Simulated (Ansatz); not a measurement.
# B: the cost of one run

Computed with Ansatz 0.2.0 (DFT PBE, scalar-relativistic, plane waves, PAW, unless a step's input says otherwise).

## (1) The system as given

Symmetry: Pmmn, No. 59, orthorhombic system. The conventional cell has a = 1.798 Å, b = 2.318 Å, c = 3.442 Å, α = 90.00°, β = 90.00°, γ = 90.00°. B (site symmetry mm2) is surrounded by 6 B at 1.80 to 1.99 Å.

Coordinates:

```
B
1.0
     1.79848    0.00000    0.00000
     0.00000    2.31807    0.00000
     0.00000    0.00000    3.44237
B
2
Direct
  0.00000 0.50000 0.80575
  0.50000 0.00000 0.19425
```

Recipe of the guess: random cell by space group and Wyckoff sites (Pmmn, No. 59). The dimensions are guesses.

## (2) A first look at the guess

The input, input.yaml:

```yaml
crystal:
  lattice:
    - [1.79847978, 0.0, 0.0]
    - [0.0, 2.31806724, 0.0]
    - [0.0, 0.0, 3.44237148]
  atoms:
    - { symbol: B, position: [0.0, 0.5, 0.80574651] }
    - { symbol: B, position: [0.5, 0.0, 0.19425349] }
basis:
  ecutwfc: 420
kpoints:
  mp_grid: { grid: [10, 8, 6] }
hamiltonian:
  xc: pbe
scf:
  occupations: { method: gaussian, width: 0.1 }
  lower_state_search: "off"
output:
  forces: true
  stress: true
  eigenvalues: true
```

Started as:

```console
$ ansatz run input.yaml --threads 1 --pin off --max-ram 2560MiB --backend cpu --events-out ev --progress --plain --runs-dir out
```

**Question.** How long does this run take on 1 thread of Arm Neoverse N1, shared host, and how much memory does it need?

About 1.6 s, with a peak of 0.25 GiB.
